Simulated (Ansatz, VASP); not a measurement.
**Two plane-wave programs on Al**

INCAR

```
ALGO = Fast
EDIFF = 1E-6
EDIFFG = -0.005
ENCUT = 600
GGA = PE
IBRION = 2
ISIF = 3
ISMEAR = 0
IVDW = 12
LASPH = True
LCHARG = False
LREAL = False
LWAVE = False
NELM = 100
NSW = 100
PREC = Accurate
SIGMA = 0.1
```

Contents of KPOINTS:

```
k-points
0
Gamma
  18 18 6
```

File POSCAR:

```
Al
1.0
    2.8270770242      0.0000000000      0.0000000000
   -1.4135385121      2.4483205214      0.0000000000
    0.0000000000      0.0000000000      9.1859930700
Al
4
Direct
    0.0000000000      0.0000000000      0.0000000000
    0.3333333300      0.6666666700      0.2500000000
    0.0000000000      0.0000000000      0.5000000000
    0.6666666700      0.3333333300      0.7500000000
```

Input for Ansatz:

```yaml
crystal:
  lattice:
    - [2.8270770242, 0.0, 0.0]
    - [-1.4135385121, 2.4483205214, 0.0]
    - [0.0, 0.0, 9.18599307]
  atoms:
    - { symbol: Al, position: [0.0, 0.0, 0.0] }
    - { symbol: Al, position: [0.33333333, 0.66666667, 0.25] }
    - { symbol: Al, position: [0.0, 0.0, 0.5] }
    - { symbol: Al, position: [0.66666667, 0.33333333, 0.75] }
basis:
  ecutwfc: 420
kpoints:
  mp_grid: { grid: [18, 18, 6] }
hamiltonian:
  xc: pbe
  dispersion: d3bj
scf:
  occupations: { method: gaussian, width: 0.1 }
output:
  forces: true
  stress: true
  eigenvalues: true
relax:
  adjacent_minimum: "off"
  f_tol: 0.005
  max_steps: 80
  cell: { stress_tol: 0.05 }
```

This isn't the form of Al at room conditions, which is fcc.

Alike in both runs: task relaxation of cell and atoms; functional PBE; dispersion D3(BJ); k mesh 18 × 18 × 6; occupations gaussian, width 0.1 eV; no spin polarisation.

|  | VASP | Ansatz |
| --- | --- | --- |
| version | VASP 6.6.1 | Ansatz 0.2.0 |
| potentials or method | VASP PAW PBE potentials, release 64 (Al) | scalar-relativistic, plane waves, PAW |
| plane-wave cutoff (eV) | 600 | 420 |
| valence electrons in the cell | 12 | 12 |

```tsv
	VASP	Ansatz	Ansatz less VASP
gap on the k mesh at the Fermi level, each at its own relaxed structure (eV)	none	none	-
relaxed volume (Å³/atom)	15.85	15.85	+0.005
relaxed cell length with the largest relative difference (Å)	2.814	2.815	+0.0006
```

A gap of «none» marks a metal or a gap that the smearing closes.

Caveats: pairwise dispersion overbinds metals, which lowers pressure and volume.
